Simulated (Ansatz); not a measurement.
HfO2: the gap under strain

HfO2, P4_2/mnm, a = 4.838 Å, c = 3.220 Å. This isn't the usual stable structure of the compound. Ansatz: r2SCAN, PAW, 500 eV, Γ-centred 6×6×8 mesh on 6 atoms, Gaussian smearing 0.02 eV; no spin polarisation. Series: biaxial strain in the a-b plane, c and atoms relaxed; x is the strain in per cent. The gap is sought over the whole zone.

| x (%) | gap y (eV) |
| --- | --- |
| -6.0 | ? |
| -4.0 | 4.613 |
| -2.0 | 4.654 |
| 0.0 | 4.531 |
| 2.0 | 4.394 |
| 4.0 | 4.303 |
| 6.0 | 4.272 |

Problem. Fit y = E0 + c1 x + c2 x² to the other rows, give the deformation potential for this strain, and predict the missing gap.

Solution. Least squares on the rows shown. y = 4.5136 − 0.039286 x − 0.0010357 x². The deformation potential is 100 c1 = -3.93 eV per unit strain. The two rows next to zero alone give -6.50 eV per unit strain, the better figure for small strains. With a term in x³ added, the coefficient of x becomes -0.06517, 66 % more, which shows how far this figure hangs on the form. At x = -6.0 the fit asked for gives 4.712 eV. The run gave 4.478 eV, so the fit is 0.234 eV too high, 61 % of the span of the series, against an rms of 0.041 eV on the fitted rows. The row lies outside the fitted range. With a term in x³ added, a fit to the same known rows predicts 4.409 eV, so most of the miss is curvature that the known rows already hold. Also, the conduction bottom alone changes its slope among the fitted rows, as when another band takes over that edge, which can bend the series.

Spin-orbit coupling is left out, which matters for the bands of heavy elements. Semilocal functionals give gaps under the measured ones; changes of the gap mostly carry over better.